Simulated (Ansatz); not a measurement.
# Ga2O3: the cost of one run

Method: DFT r2SCAN, scalar-relativistic, plane waves, PAW, in Ansatz 0.2.0.

## (1) The starting structure

Symmetry: C2/m, No. 12, monoclinic system. Conventional cell: a = 12.214 Å, b = 3.037 Å, c = 5.798 Å, α = 90.00°, β = 103.83°, γ = 90.00°. Ga (site symmetry m) has 4 O at 1.83 to 1.86 Å as nearest neighbours. Ga (site symmetry m) is surrounded by 6 O at 1.94 to 2.07 Å. O (site symmetry m) has 3 Ga at 1.83 to 1.94 Å as nearest neighbours. O (site symmetry m) has 4 Ga at 1.86 to 2.07 Å as nearest neighbours.

Coordinates:

```cif
data_structure
_symmetry_space_group_name_H-M 'P 1'
_symmetry_Int_Tables_number 1
_cell_length_a 6.2930
_cell_length_b 6.2930
_cell_length_c 5.7981
_cell_angle_alpha 103.414
_cell_angle_beta 103.414
_cell_angle_gamma 27.928
_cell_volume 104.42
loop_
_atom_site_label
_atom_site_type_symbol
_atom_site_fract_x
_atom_site_fract_y
_atom_site_fract_z
_atom_site_occupancy
Ga1 Ga 0.09050 0.09050 0.79460 1
Ga2 Ga 0.90950 0.90950 0.20540 1
Ga3 Ga 0.65866 0.65866 0.31402 1
Ga4 Ga 0.34134 0.34134 0.68598 1
O1 O 0.16450 0.16450 0.10980 1
O2 O 0.83550 0.83550 0.89020 1
O3 O 0.17330 0.17330 0.56320 1
O4 O 0.82670 0.82670 0.43680 1
O5 O 0.49590 0.49590 0.25660 1
O6 O 0.50410 0.50410 0.74340 1
```

The structure rests on an entry of the Crystallography Open Database; cell or positions may have been set otherwise for this series.

## (2) Relaxing the atoms: Ga2O3, no spin

File input.yaml:

```yaml
crystal:
  lattice:
    - [6.107, -1.51855, 0.0]
    - [6.107, 1.51855, 0.0]
    - [-1.3859888959, 0.0, 5.630008738]
  atoms:
    - { symbol: Ga, position: [0.0905, 0.0905, 0.7946] }
    - { symbol: Ga, position: [0.9095, 0.9095, 0.2054] }
    - { symbol: Ga, position: [0.65866, 0.65866, 0.31402] }
    - { symbol: Ga, position: [0.34134, 0.34134, 0.68598] }
    - { symbol: O, position: [0.1645, 0.1645, 0.1098] }
    - { symbol: O, position: [0.8355, 0.8355, 0.8902] }
    - { symbol: O, position: [0.1733, 0.1733, 0.5632] }
    - { symbol: O, position: [0.8267, 0.8267, 0.4368] }
    - { symbol: O, position: [0.4959, 0.4959, 0.2566] }
    - { symbol: O, position: [0.5041, 0.5041, 0.7434] }
scf:
  occupations: { method: fixed }
output:
  forces: true
  stress: true
hamiltonian:
  xc: r2scan
kpoints:
  mp_grid: { grid: [5, 5, 3] }
relax:
  f_tol: 0.004
```

On the command line:

```sh
ansatz run input.yaml --threads 8 --pin off --max-ram 24576MiB --backend cpu --events-out ev --progress --plain --runs-dir out
```

**Question.** How long does this run take on 8 threads of Intel Xeon 6975P-C (Granite Rapids), shared host, and how much memory does it need?

About 6.4 s, with a peak of 0.93 GiB.
